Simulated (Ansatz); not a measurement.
Relaxed (100) slab cut from Ta₂C (space group P-3m1 (No. 164)); the slab's formula is Ta2C, its outer planes Ta (top) and C (bottom):

```yaml
crystal:
  lattice:
    - [3.11016, 0.00000, 0.00000]
    - [0.00000, 4.94230, 0.00000]
    - [0.00000, 0.00000, 27.56958]
  atoms:
    - { symbol: C, position: [0.50000, 0.98809, 0.27804] }
    - { symbol: Ta, position: [0.00000, 0.76466, 0.30355] }
    - { symbol: Ta, position: [0.50000, 0.24880, 0.33512] }
    - { symbol: C, position: [0.00000, 0.00304, 0.36920] }
    - { symbol: Ta, position: [0.50000, 0.74594, 0.40265] }
    - { symbol: Ta, position: [0.00000, 0.25294, 0.43473] }
    - { symbol: C, position: [0.50000, 0.99872, 0.46707] }
    - { symbol: Ta, position: [0.00000, 0.74613, 0.50074] }
    - { symbol: Ta, position: [0.50000, 0.25397, 0.53246] }
    - { symbol: C, position: [0.00000, 0.00076, 0.56508] }
    - { symbol: Ta, position: [0.50000, 0.74937, 0.59819] }
    - { symbol: Ta, position: [0.00000, 0.25360, 0.63027] }
    - { symbol: C, position: [0.50000, 0.99739, 0.66354] }
    - { symbol: Ta, position: [0.00000, 0.73691, 0.69523] }
    - { symbol: Ta, position: [0.50000, 0.25969, 0.72414] }
```

These are results of Ansatz, DFT r2SCAN, scalar-relativistic, plane waves, PAW, not measurements. Cutoff 500 eV; k points 11×7×1 on the computed 15-atom cell (Γ-centred); Gaussian smearing, width 0.10 eV; no spin polarisation. The cell repeats along c with a dipole correction in the vacuum.

The potential is the smooth part; its values at the atoms depend on the PAW datasets.

Q: How does the plane-averaged electrostatic potential energy of an electron run along c, counted from the Fermi level?

A: z (Å), V (eV) and a bar:
```
     2.81       5.39 ##############################
     3.06       5.39 ##############################
     3.32       5.39 ##############################
     3.57       5.39 ##############################
     3.83       5.39 ##############################
     4.08       5.39 ##############################
     4.34       5.39 ##############################
     4.59       5.38 ##############################
     4.85       5.38 ##############################
     5.11       5.38 ##############################
     5.36       5.37 ##############################
     5.62       5.34 ##############################
     5.87       5.29 ##############################
     6.13       5.18 ##############################
     6.38       4.95 #############################
     6.64       4.45 #############################
     6.89       3.39 ###########################
     7.15       1.03 #######################
     7.40      -2.94 #################
     7.66      -6.91 ###########
     7.91      -9.49 #######
     8.17     -11.17 #####
     8.42     -12.78 ##
     8.68     -13.71 #
     8.93     -13.70 #
     9.19     -12.60 ###
     9.45     -10.27 ######
     9.70      -8.36 #########
     9.96      -7.90 ##########
    10.21      -8.02 ##########
    10.47      -8.11 ##########
    10.72      -8.94 ########
    10.98     -11.07 #####
    11.23     -13.03 ##
    11.49     -13.72 #
    11.74     -13.47 #
    12.00     -12.09 ###
    12.25      -9.90 #######
    12.51      -8.67 #########
    12.76      -8.42 #########
    13.02      -8.27 #########
    13.27      -8.37 #########
    13.53      -9.74 #######
    13.78     -12.11 ###
    14.04     -13.58 #
    14.30     -13.85 #
    14.55     -13.14 ##
    14.81     -11.19 #####
    15.06      -9.18 ########
    15.32      -8.46 #########
    15.57      -8.44 #########
    15.83      -8.34 #########
    16.08      -8.92 ########
    16.34     -10.84 #####
    16.59     -12.88 ##
    16.85     -13.71 #
    17.10     -13.57 #
    17.36     -12.33 ###
    17.61     -10.08 #######
    17.87      -8.60 #########
    18.12      -8.44 #########
    18.38      -8.67 #########
    18.63      -8.98 ########
    18.89     -10.28 ######
    19.15     -12.70 ###
    19.40     -14.25
    19.66     -14.38
    19.91     -13.02 ##
    20.17      -9.91 #######
    20.42      -5.92 #############
    20.68      -2.27 ##################
    20.93       0.47 #######################
    21.19       2.14 #########################
    21.44       3.05 ##########################
    21.70       3.57 ###########################
    21.95       3.87 ############################
    22.21       4.04 ############################
    22.46       4.13 ############################
    22.72       4.18 ############################
    22.97       4.21 ############################
    23.23       4.23 ############################
    23.49       4.23 ############################
    23.74       4.24 ############################
    24.00       4.24 ############################
    24.25       4.24 ############################
    24.51       4.24 ############################
    24.76       4.24 ############################
```

The vacuum level lies 4.24 eV (top face) and 5.39 eV (bottom face) above the Fermi level.

Spin-orbit coupling is left out, which matters for the bands of heavy elements.

Cost: 1 run of about 31 core-minutes, on Intel Xeon Platinum 8259CL (Skylake/Cascade Lake) (shared hosts).